**Q:** Squeeze a III–V semiconductor by 1 % along every edge and its bonds get shorter. Shorter bonds couple neighbouring orbitals more strongly, so I would say that the gap widens. How far does that idea carry?

Zincblende III–V crystals with every cell edge shortened by 1 %, computed with Ansatz 0.2.0 (HSE06, plane-wave PAW, cutoff 420 eV, no spin polarisation). The cells were relaxed with r2SCAN, as were the atoms again after straining. Changes are strained minus unstrained, with pressure positive in compression; volumes and distances refer to the unstrained cells.

| formula | element on site A | Z A | element on site B | Z B | difference of Pauling electronegativities | volume per atom (Å³) | shortest distance (Å) | k mesh | band gap change (eV) | least direct gap change (eV) | unstrained band gap (eV) | unstrained gap kind | pressure change (GPa) |
| --- | --- | --- | --- | --- | --- | --- | --- | --- | --- | --- | --- | --- | --- |
| BP | B | 5 | P | 15 | 0.15 | 11.67 | 1.964 | 6×6×6 | -0.043 | 0.050 | 1.964 | indirect | 5.40 |
| BAs | B | 5 | As | 33 | 0.14 | 13.68 | 2.071 | 6×6×6 | -0.030 | 0.041 | 1.833 | indirect | 4.50 |
| AlN | Al | 13 | N | 7 | 1.43 | 10.43 | 1.892 | 8×8×8 | 0.030 | 0.296 | 4.552 | indirect | 6.70 |
| AlP | Al | 13 | P | 15 | 0.58 | 20.56 | 2.372 | 6×6×6 | -0.058 | 0.276 | 2.285 | indirect | 2.90 |
| AlAs | Al | 13 | As | 33 | 0.57 | 22.88 | 2.459 | 6×6×6 | -0.050 | 0.262 | 2.093 | indirect | 2.50 |
| GaP | Ga | 31 | P | 15 | 0.38 | 20.24 | 2.360 | 6×6×6 | -0.055 | 0.274 | 2.260 | indirect | 2.90 |
| GaAs | Ga | 31 | As | 33 | 0.37 | 22.74 | 2.454 | 6×6×6 | 0.258 | 0.258 | 1.364 | direct | 2.40 |
| GaSb | Ga | 31 | Sb | 51 | 0.24 | 28.82 | 2.655 | 6×6×6 | 0.249 | 0.249 | 0.772 | direct | 1.80 |
| InP | In | 49 | P | 15 | 0.41 | 25.77 | 2.558 | 6×6×6 | 0.184 | 0.184 | 1.357 | direct | 2.20 |
| InAs | In | 49 | As | 33 | 0.4 | 28.50 | 2.645 | 6×6×6 | 0.179 | 0.179 | 0.358 | direct | 1.90 |
| InSb | In | 49 | Sb | 51 | 0.27 | 35.27 | 2.840 | 4×4×4 | 0.199 | 0.199 | 0.296 | direct | 1.40 |

**A:** About half of the way through the table. In the five crystals with a direct gap, the gap widens by roughly 0.2 eV. In the six with an indirect gap it changes by a few hundredths of an electronvolt, and in five of those it narrows. Before you give up your idea or repair it, turn it into a number.

**Q:** Couplings between neighbours grow roughly as the inverse square of the bond length $d$. If the gap $E_g$ is set by such couplings, it should scale in the same way:

$$\Delta E_g = E_g\left(\frac{1}{0.99^2}-1\right) \approx 0.0203\,E_g .$$

For GaAs, with $E_g = 1.364$ eV, that gives 0.028 eV.

**A:** The calculation gives 0.258 eV, nine times as much. The weak step is the word "gap". A gap is what remains between two levels, each with its own couplings, and the remainder need not scale as the couplings do. InSb shows this best: its gap of only 0.296 eV gains another 0.199 eV. Your formula also makes every gap widen, so it misses the narrowing altogether.

**Q:** Then perhaps the crystal as a whole decides. Crystals with long bonds tend to widen more, with a correlation of 0.65 between bond length and gap change. Long bonds are soft and give way easily.

**A:** That looks convincing until you compare AlAs with GaAs. Their bonds differ by 0.005 Å, and they need almost the same pressure for this compression. Yet the gap of AlAs falls by 0.050 eV while that of GaAs rises by 0.258 eV. The correlation comes about because most of the direct-gap crystals here have longer bonds than the indirect ones.

**Q:** Aluminium is still not gallium. Could the chemistry of the metal make the difference?

**A:** Look at two transitions inside one crystal, where bond length, stiffness and chemistry are the same for both. In AlP the least direct gap widens by 0.276 eV while the band gap narrows by 0.058 eV. AlAs and GaP do the same. And if you compare AlAs with GaAs once more, but in the least direct gap, their changes agree within 0.004 eV. The two crystals respond alike; what differs is which transition happens to be the smallest.

**Q:** So it matters where the conduction band has its lowest point. What is special about the two places?

**A:** In the direct-gap crystals it lies at Γ, where the electron wave repeats identically from cell to cell. In the indirect ones it lies at X or close to it, where the wave changes sign along one axis from layer to layer. The top of the valence band is at Γ in both groups. In AlP both transitions start from this same level, so the contrast between them must come from the conduction states.

At Γ the lowest conduction state is usually built from s orbitals, with opposite signs on the two kinds of atom; in the computed levels of AlN and InP it is a single level below a threefold one, as an s state should be. Such a state is antibonding: each atom is pushed up in energy by all four neighbours, and the four contributions add. Compression strengthens each of them, so the level climbs steeply.

At X, two of the four neighbours carry one sign and two the other. Their s orbitals then cancel in the coupling to the s orbital of the central atom, and this push is gone. Couplings between s and p orbitals remain and still raise the level, while empty d orbitals higher in energy press it down. These effects work against each other, which makes a weak response plausible. With s and p orbitals alone the gap to X would be expected to widen a little, so a narrowing points to the d orbitals. The table does not separate the two effects, and the argument does not say which of them wins in a given crystal.

**Q:** Is it really the s orbitals, or just the place Γ?

**A:** The boron compounds help here. Band theory assigns p orbitals to their lowest conduction state at Γ. For p orbitals the head-on and the sideways couplings have opposite signs and partly cancel, so compression should move the level less. The least direct gap of BP indeed widens by only 0.050 eV, against 0.296 eV in AlN, which is also stiff and short-bonded. BP is much less polar than AlN, so the comparison supports the orbital picture but does not isolate it.

**Q:** How well does the simplest version do, with one number for gaps that end at Γ and one for those that end at or near X?

**A:** Fitted to all eleven crystals, the two numbers are +0.21 eV and −0.03 eV, with a typical miss of 0.03 eV. A straight line in bond length, which also has two constants, misses by 0.10 eV. The output below shows both fits.

The worst case is AlN, whose indirect gap widens by 0.030 eV where the model has it narrowing. So among these eleven crystals the place of the conduction edge tells you whether the change is large or small, but for an indirect gap it does not guarantee the direction. AlN normally crystallises in the wurtzite structure, so this row should not be carried over to the common material.

**Q:** Does bond length at least explain the differences among the large changes? The indium compounds respond less than the others.

**A:** Not on its own. GaSb and InAs have nearly equal bonds, yet the direct gap of GaSb widens by 0.07 eV more. For the s-type edge, take about 0.27 eV per 1 % for aluminium and gallium compounds and 0.19 eV for indium compounds. I have no tested cause for that step, and InSb was computed on a coarser k mesh than the other rows.

**Q:** In a process I know the pressure rather than the strain.

**A:** Then divide by the pressure change. For GaAs, $0.258/2.4 \approx 0.11$ eV per GPa; for AlAs the figure is about a fifth of that, and downward. Treat both as estimates, because the stresses behind the pressures were only loosely converged. They hold for pressure from all sides, and only while the same valley stays lowest: in GaAs the edge at Γ climbs while the one at X is expected to sink, so at higher pressure the gap should turn indirect. A film clamped to a substrate with a smaller lattice constant is squeezed in the plane and expands across it, which also splits the top of the valence band.

Take only the changes from this table for GaSb and InSb, not the gaps themselves. Spin–orbit coupling is left out, and it would lower both gaps by roughly a quarter of an electronvolt. That would nearly close the computed gap of InSb, while the response to pressure would change far less. The gaps of the arsenides would also fall, by about a tenth of an electronvolt, which matters most for the small gap of InAs. The gaps of GaSb, InSb and InAs would then lie below the measured ones, in part because the relaxed cells are slightly too large. In real GaSb a valley at L lies only a little above Γ, so its gap is expected to turn indirect at modest pressure, although the computed gap stays direct here.

**Q:** And if I have a semiconductor from another family on the bench?

**A:** Ask first where its conduction edge lies and which orbitals form it. Zincblende ZnSe and CdTe have an s-type edge at Γ, and their gaps widen clearly under pressure, like that of GaAs. Silicon has its edge near X, and its gap shrinks slightly, like that of AlP. Silicon and GaAs have similar bond lengths, so a ruler would not have told you. An edge at L, as in germanium, is not covered by this table and is expected to respond between the two cases.

The analysis program printed:

```
relative volume change (percent): -2.97
Response of the gaps to compression:
   row  gap deformation potential (eV)  direct gap deformation potential (eV)  gap change per pressure (meV/GPa)  direct less band gap change (eV)  inverse square rule (eV)
    BP                           1.426                                 -1.658                             -7.963                             0.093                   0.03988
   BAs                           0.995                                  -1.36                             -6.667                             0.071                   0.03722
   AlN                          -0.995                                 -9.817                              4.478                             0.266                   0.09242
   AlP                           1.924                                 -9.154                                -20                             0.334                   0.04639
  AlAs                           1.658                                  -8.69                                -20                             0.312                    0.0425
   GaP                           1.824                                 -9.088                             -18.97                             0.329                   0.04589
  GaAs                          -8.557                                 -8.557                              107.5                                 0                   0.02769
  GaSb                          -8.258                                 -8.258                              138.3                                 0                   0.01567
   InP                          -6.103                                 -6.103                              83.64                                 0                   0.02755
  InAs                          -5.937                                 -5.937                              94.21                                 0                  0.007269
  InSb                            -6.6                                   -6.6                              142.1                                 0                   0.00601
fit of band_gap_change on 11 rows: coefficient of atG 0.2138 +/- 0.016, coefficient of offG -0.03433 +/- 0.014; rms 0.0316, worst AlN -0.0643, leave-one-out rms 0.0387
fit of band_gap_change on 11 rows: constant -0.6122 +/- 0.27, coefficient of shortest_bond 0.2892 +/- 0.11; rms 0.0968, worst GaAs -0.161, leave-one-out rms 0.113
rms miss of the inverse square rule (eV): 0.1488
GaAs computed gap change over inverse square rule (ratio): 9.316
correlation of gap change with bond length: 0.6512
correlation of gap change with pressure change: -0.5557
correlation of gap change with electronegativity difference: -0.1728
GaAs less AlAs bond length (Å): -0.005
GaAs less AlAs band gap change (eV): 0.308
GaAs less AlAs direct gap change (eV): -0.004
GaSb less InAs direct gap change (eV): 0.07
mean direct gap change of Al and Ga rows (eV): 0.2692
mean direct gap change of In rows (eV): 0.1873
mean direct gap change of B rows (eV): 0.0455
```
